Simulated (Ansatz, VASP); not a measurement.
## Ce: VASP beside Ansatz

```xyz
2
Lattice="3.1271 0.0000 0.0000 -1.5635 2.7081 0.0000 0.0000 0.0000 5.6567" Properties=species:S:1:pos:R:3 pbc="T T T"
Ce    0.0000    1.8054    1.4142
Ce    1.5635    0.9027    4.2425
```

Alike in both runs: functional PBEsol; k mesh 10 × 10 × 6; occupations fermi-dirac, width 0.1 eV; no spin polarisation.

Ansatz relaxed the structure, and its values are those at the end. VASP's run is a single point on that final structure, the one shown.

```csv
,VASP,Ansatz
version,VASP 6.6.1,Ansatz 0.2.0
potentials or method,"VASP PAW PBE potentials, release 64 (Ce)","plane waves (420 eV) with PAW, scalar-relativistic"
plane-wave cutoff (eV),520,420
valence electrons in the cell,24,24
```

|  | VASP | Ansatz | Ansatz less VASP |
| --- | --- | --- | --- |
| pressure (GPa) | -0.2 | 0.0 | +0.19 |

Ansatz warned: «pseudo_functional_mismatch».

Caveats: the PAW data sets were made with another functional, which shifts forces and pressure a little (VASP). Spin-orbit coupling is left out, which matters for the levels of Ce. Spin polarisation is off, so any magnetic state and its effect on volume and gap are missing.
